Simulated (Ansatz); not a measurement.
# SiNi3 in Ansatz: the effect of Hubbard term

SiNi3:

```
CELL_PARAMETERS angstrom
1.29280 0.74640 7.66199
-1.29280 0.74640 7.66199
0.00000 -1.49280 7.66199
ATOMIC_POSITIONS crystal
Ni 0.25473 0.25473 0.25473
Ni 0.50000 0.50000 0.50000
Ni 0.74527 0.74527 0.74527
Si 0.00000 0.00000 0.00000
```

The cell comes from a database or a generator and needn't be the stable form of this composition.

Alike in all runs:

| Property | Result |
| --- | --- |
| Program | Ansatz 0.2.0 |
| Task | density of states |
| Functional | PBEsol |
| Potentials or basis | all-electron LAPW, scalar-relativistic |
| Cutoff | 280 eV (chosen from the basis error) |
| Basis error allowed | 0.002 eV/atom |
| k mesh | 12 × 12 × 12 |
| Occupations | fermi-dirac, width 0.05 eV |
| Spin | collinear spin, ferromagnetic start |
| Starting moments | [1.0, 1.0, 1.0, 0.0] μB |

Question: One run gave: pressure -6.3 GPa; moment 0.48 μB; largest force 0.06 eV/Å. Which Hubbard term did it use?
A. Ni d U = 6 eV
B. Ni d U = 2 eV
C. none
D. Ni d U = 8 eV
E. Ni d U = 4 eV

Answer: C.

```tsv
Hubbard term	pressure (GPa)	moment (μB)	largest force (eV/Å)
none	-6.3	0.48	0.06
Ni d U = 2 eV	-6.2	0.82	0.11
Ni d U = 4 eV	-0.9	1.14	0.25
Ni d U = 6 eV	-1.9	1.29	0.20
Ni d U = 8 eV	0.2	1.36	0.26
```

Caveats: the magnetic state may not be the lowest (some runs); U is the effective U less J, on atomic orbitals that reach past the spheres (some runs); the U is typed as a test and isn't derived for this compound (some runs).
